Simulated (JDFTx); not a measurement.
The system is Cu.

```
Cu
1.0
    -1.44279    1.44279    1.37608
     1.44279   -1.44279    1.37608
     1.44279    1.44279   -1.37608
Cu
1
Cartesian
  0.0000 0.0000 0.0000
```

This isn't the form of Cu at room conditions, which is fcc.

```yaml
Program: JDFTx 1.7.0 (patched build)
Task: relaxation of cell and atoms
Functional: SCAN
Potentials_or_basis: SG15-PBE-1.2 with smoothed tails
Cutoff: 1361 eV
Density_cutoff: 5442 eV
k_mesh: 6 × 6 × 6
Occupations: fermi-dirac, width 0.05 eV
Spin: no spin polarisation
```

At the start: pressure -0.4 GPa; volume 11.46 Å³/atom.

Question: Where does the relaxation end?

Answer: Over 9 steps the energy falls by 2.2 meV/atom; space group I4/mmm (No. 139, to 0.05 Å).

The path:
| step | energy change (eV) | largest force (eV/Å) | pressure (GPa) | volume (Å³) |
| --- | --- | --- | --- | --- |
| 1 | 0.0000 | 0.0000 | -0.39 | 11.46 |
| 2 | -0.0002 | 0.0000 | -0.18 | 11.44 |
| 3 | -0.0007 | 0.0000 | 0.04 | 11.43 |
| 4 | -0.0016 | 0.0000 | -0.21 | 11.46 |
| 5 | -0.0020 | 0.0000 | 0.82 | 11.40 |
| 6 | -0.0021 | 0.0000 | -0.62 | 11.51 |
| 7 | -0.0021 | 0.0000 | -0.03 | 11.47 |
| 8 | -0.0022 | 0.0000 | -0.01 | 11.47 |
| 9 | -0.0022 | 0.0000 | 0.02 | 11.46 |

Final structure:
```yaml
crystal:
  lattice:
    - [-1.46106, 1.46106, 1.34251]
    - [1.46106, -1.46106, 1.34251]
    - [1.46106, 1.46106, -1.34251]
  atoms:
    - { symbol: Cu, position: [0.00000, 0.00000, 0.00000] }
```

Caveat: the k mesh is coarse (spacing up to 0.53 Å⁻¹), so the values aren't converged; meta-GGA forces are noisy on this grid; the potentials were made for another functional, which shifts forces and pressure.
